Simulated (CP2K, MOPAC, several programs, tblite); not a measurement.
Energy against volume for a 2-atom cell of LiBr started from a crystallographic database, at fixed shape and fractional coordinates, computed by several methods (PBE and r2SCAN, where shown, with plane waves in Ansatz); the cell shown is that of r2SCAN. It is cubic, Fm-3m (No. 225); conventional cell a = 5.479 Å, 20.56 Å³ an atom. Li is surrounded by 6 Br at 2.74 Å; Br is surrounded by 6 Li at 2.74 Å. Calculated for a static, non-magnetic cell. Energies count from each curve's lowest point; fits are third-order Birch-Murnaghan.

```cif
data_structure
_symmetry_space_group_name_H-M 'P 1'
_symmetry_Int_Tables_number 1
_cell_length_a 3.8743
_cell_length_b 3.8743
_cell_length_c 3.8743
_cell_angle_alpha 60.000
_cell_angle_beta 60.000
_cell_angle_gamma 60.000
_cell_volume 41.12
loop_
_atom_site_label
_atom_site_type_symbol
_atom_site_fract_x
_atom_site_fract_y
_atom_site_fract_z
_atom_site_occupancy
Li1 Li 0.00000 0.00000 0.00000 1
Br1 Br 0.50000 0.50000 0.50000 1
```

Q: PM7 (MOPAC), on the shape of the cell shown, as a cluster of 64 atoms at the zone centre, gives
```csv
V (Å³/atom),E (meV/atom)
18.093,41.04
19.327,9.30
20.561,0.00
21.794,8.61
23.028,31.37
```
What equilibrium volume and bulk modulus follow?

A: V₀ = 20.54 Å³ an atom and B₀ = 39 GPa.

GFN2-xTB (tblite), on the shape of the cell shown, as a cluster of 64 atoms at the zone centre:
```csv
V (Å³/atom),E (meV/atom)
18.093,147.81
19.327,77.26
20.561,33.24
21.794,9.14
23.028,0.00
```
The lowest point is an end point, so the minimum isn't bracketed.

Q: PBE/DZVP (CP2K), on the shape of the cell shown, gives
```csv
V (Å³/atom),E (meV/atom)
18.093,45.84
19.327,13.53
20.561,0.00
21.794,0.07
23.028,10.03
```
What equilibrium volume and bulk modulus follow?

A: V₀ = 21.15 Å³ an atom and B₀ = 26 GPa.

Q: GFN1-xTB (tblite), on the shape of the cell shown, as a cluster of 64 atoms at the zone centre, gives
```tsv
V (Å³/atom)	E (meV/atom)
18.093	39.30
19.327	8.16
20.561	0.00
21.794	7.99
23.028	27.43
```
What equilibrium volume and bulk modulus follow?

A: V₀ = 20.50 Å³ an atom and B₀ = 35 GPa.

PBE/SZV (CP2K), on the shape of the cell shown:

| V (Å³/atom) | E (meV/atom) |
| --- | --- |
| 18.093 | 156.16 |
| 19.327 | 83.27 |
| 20.561 | 37.19 |
| 21.794 | 11.09 |
| 23.028 | 0.00 |

The lowest point is an end point, so the minimum isn't bracketed.
